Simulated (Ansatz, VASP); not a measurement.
# WSe2 in VASP and in Ansatz

```
CELL_PARAMETERS angstrom
3.27074 0.00000 0.00000
-1.63537 2.83255 0.00000
0.00000 0.00000 13.22406
ATOMIC_POSITIONS crystal
W 0.33333 0.66667 0.25000
W 0.66667 0.33333 0.75000
Se 0.33333 0.66667 0.62338
Se 0.66667 0.33333 0.12338
Se 0.33333 0.66667 0.87662
Se 0.66667 0.33333 0.37662
```

Alike in both runs: functional PBEsol; k mesh 12 × 12 × 2; occupations gaussian, width 0.02 eV; no spin polarisation.

Ansatz relaxed the structure, and its values are those at the end. VASP's run is a single point on that final structure, the one shown.

```csv
,VASP,Ansatz
version,VASP 6.6.1,Ansatz 0.2.0
potentials or method,"VASP PAW PBE potentials, release 64 (W_sv, Se)","scalar-relativistic, plane waves, PAW"
plane-wave cutoff (eV),520,420
valence electrons in the cell,52,92
```

Ansatz gave:

- gap on the k mesh at the Fermi level (eV): 1.04
- least direct gap on the mesh (eV): 1.60
- pressure (GPa): 0.0
- rms of the force components (eV/Å): 0.001

Estimate VASP's values.

gap on the k mesh at the Fermi level (eV): 1.04; least direct gap on the mesh (eV): 1.59; pressure (GPa): 0.4; rms of the force components (eV/Å): 0.028.

The two sets of potentials don't hold the same shells in valence.

Caveats: the PAW data sets were made with another functional, which shifts forces and pressure a little (VASP); spin-orbit coupling is left out, which moves the levels of the heavy elements; this functional lacks dispersion, which binds the layers, so the pressure and a relaxed spacing across them are unreliable. A k mesh can miss the band edges.
